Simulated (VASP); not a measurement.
A run of VASP 6.6.1:

The input INCAR:

```
SYSTEM = Pb
PREC = Accurate
ENCUT = 520
EDIFF = 1E-6
ISMEAR = 1
SIGMA = 0.1
LREAL = .False.
LASPH = .True.
NELM = 80
ALGO = Fast
ISIF = 2
LWAVE = .False.
LCHARG = .True.
LVHAR = .True.
```

The input KPOINTS:

```
Automatic mesh
0
Gamma
  14 14 14
  0 0 0
```

File POSCAR:

```
Pb                                      
1.0
   -0.0000000000      2.4427006432      2.4427006432
    2.4427006432     -0.0000000000      2.4427006432
    2.4427006432      2.4427006432      0.0000000000
  Pb            
     1
Direct
     0.0000000000000000    0.0000000000000000    0.0000000000000000
```

Potentials or basis: VASP PAW LDA potentials, release 64 (Pb_d).

The run is started by

```console
$ cat potpaw_LDA.64/Pb_d/POTCAR > POTCAR
$ mpirun -np 1 vasp_std > vasp.out
```

Hardware: 1 thread of Intel(R) Xeon(R) Platinum 8375C CPU @ 2.90GHz (Ice Lake), with other jobs on the host.

Question: Estimate the wall time of this run.

Answer: Wall time 52 s on 1 thread of Intel(R) Xeon(R) Platinum 8375C CPU @ 2.90GHz (Ice Lake), on a shared host, peak memory 0.16 GiB. Counts: scf iterations 13, k points 104.
